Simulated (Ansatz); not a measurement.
# AgCl: computed DOS

```cif
data_structure
_symmetry_space_group_name_H-M 'P 1'
_symmetry_Int_Tables_number 1
_cell_length_a 3.9218
_cell_length_b 3.9218
_cell_length_c 3.9218
_cell_angle_alpha 60.000
_cell_angle_beta 60.000
_cell_angle_gamma 60.000
_cell_volume 42.65
loop_
_atom_site_label
_atom_site_type_symbol
_atom_site_fract_x
_atom_site_fract_y
_atom_site_fract_z
_atom_site_occupancy
Ag1 Ag 0.50000 0.50000 0.50000 1
Cl1 Cl 0.00000 0.00000 0.00000 1
```

The runs use the primitive cell with vectors (0.000, 2.773, 2.773), (2.773, 0.000, 2.773), (2.773, 2.773, 0.000) Å, to which the k mesh refers.

The cell is COD entry 9011666, as deposited and not checked against the literature; nothing was relaxed.

Level of theory: Ansatz 0.2.0, DFT, PBE, all-electron LAPW, scalar-relativistic.

Sampling and basis: a Γ-centred 8×8×8 k mesh, Fermi–Dirac smearing of 0.02 eV, basis error target 0.5 meV/atom, no spin polarisation.

States per eV and cell, averaged over 0.4 eV, from -5.3 to 3.7 eV, with energies (bin centres) from the valence-band top; empty bins are left out. The partial columns, the largest 3 alone, are projections on Löwdin-orthogonalised atomic shells (those that the program's projection atoms carry: the occupied ones and, for some elements, an empty d or f shell; other empty shells have no column), summed over atoms of an element. Weights on diffuse s and p shells depend on that basis and aren't pure angular character.

```tsv
E (eV)	total	Ag 4d	Cl 3p	Ag 5s
-5.2	0.17	0.02	0.11	0.03
-4.8	2.02	0.34	1.34	0.32
-4.4	2.41	0.41	1.74	0.23
-4.0	5.58	2.12	3.38	0.04
-3.6	3.27	1.18	2.03	0.02
-3.2	1.39	0.51	0.87	0.01
-2.8	0.20	0.13	0.07	0.00
-2.4	3.48	3.31	0.15	0.01
-2.0	9.95	9.31	0.54	0.07
-1.6	4.52	3.45	0.93	0.09
-1.2	2.36	1.51	0.74	0.06
-0.8	2.15	1.23	0.85	0.04
-0.4	2.05	1.08	0.93	0.01
0.0	0.43	0.22	0.21	0.00
1.2	0.01	0.00	0.00	0.01
1.6	0.04	0.00	0.00	0.03
2.0	0.07	0.00	0.01	0.04
2.4	0.11	0.00	0.02	0.07
2.8	0.29	0.00	0.04	0.22
3.2	0.52	0.00	0.08	0.38
3.6	0.83	0.01	0.14	0.58
```

(1) Where is the centre of the filled Ag 4d states between -14 eV and the top of the filled states?

Results:

(1) -2.19 eV from the valence-band top.
